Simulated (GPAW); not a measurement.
The system is SiC.

```
Si C
1.0
     3.07569    0.00000    0.00000
    -1.53785    2.66363    0.00000
     0.00000    0.00000   10.07065
Si C
4 4
Direct
  0.00000 0.00000 0.18789
  0.00000 0.00000 0.68789
  0.33333 0.66667 0.43784
  0.66667 0.33333 0.93784
  0.00000 0.00000 0.00046
  0.00000 0.00000 0.50046
  0.33333 0.66667 0.24980
  0.66667 0.33333 0.74980
```

The cell is a database's computed one.

Program: GPAW 26.7.0. Alike in all runs: no spin polarisation; cell as given; cutoff (eV) 800; smearing fermi-dirac 0.05 eV.

Q: Order these runs on this cell by their pressure, lowest first.
A. level PBEsol; potentials or basis PAW data sets generated in the run's folder for this functional, pw; k mesh 6 × 6 × 2; band path GMKGALHA,LM,KH; band points 100
B. level PBE; potentials or basis GPAW PAW data sets (gpaw-data 1.2.1), pw; k mesh 10 × 10 × 3
C. level TPSS; potentials or basis GPAW PAW data sets (gpaw-data 1.2.1), pw; k mesh 6 × 6 × 2; band path GMKGALHA,LM,KH; band points 100; eigensolver davidson
D. level LDA; potentials or basis PAW data sets generated in the run's folder for this functional, pw; k mesh 6 × 6 × 2; band path GMKGALHA,LM,KH; band points 100
E. level BLYP; potentials or basis PAW data sets generated in the run's folder for this functional, pw; k mesh 6 × 6 × 2; band path GMKGALHA,LM,KH; band points 100; eigensolver davidson

A: D (-2.7 GPa), A (1.7 GPa), C (3.4 GPa), B (5.2 GPa), E (9.4 GPa).

Caveats: the PAW data sets were made with another functional, which shifts forces and pressure a little (some runs).

Not every run made on this cell is shown here.
